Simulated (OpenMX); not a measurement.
The system is TiTe2.

```
Te Ti
1.0
     3.77700    0.00000    0.00000
    -1.88850    3.27098    0.00000
     0.00000    0.00000    6.49800
Te Ti
2 1
Cartesian
  0.0000 2.1807 4.7903
  1.8885 1.0903 1.7077
  0.0000 0.0000 0.0000
```

Base run:

```yaml
Program: OpenMX 3.8.5
Functional: PBE
Dispersion: D3
Potentials_or_basis: OpenMX 2013 PBE set, Te7.0-s3p2d2f1, Ti7.0-s3p2d2, grid cutoff 500 Ry
k_mesh: 7 × 7 × 3
Occupations: fermi-dirac, width 0.05 eV
Spin: no spin polarisation
```

Its results: band gap on the k mesh none (metal or under the smearing width); pressure 0.3 GPa; largest force 0.101 eV/Å.

**Question.** After a change of settings the same cell gave: band gap on the k mesh none (metal or under the smearing width); pressure 1.4 GPa; largest force 0.081 eV/Å. Which change was it?
A. dispersion from D3 to D4
B. dispersion from D3 to D3(BJ)
C. dispersion from D3 to none

**Answer.** C.

Dispersion adds attraction, which lowers the pressure at fixed volume and, as a term added to the energy, leaves the levels alone.

Caveats: the basis of atomic orbitals isn't converged, which shifts pressures, moduli and gaps; this functional lacks dispersion, which binds the layers, so the pressure and a relaxed spacing across them are unreliable (some runs).
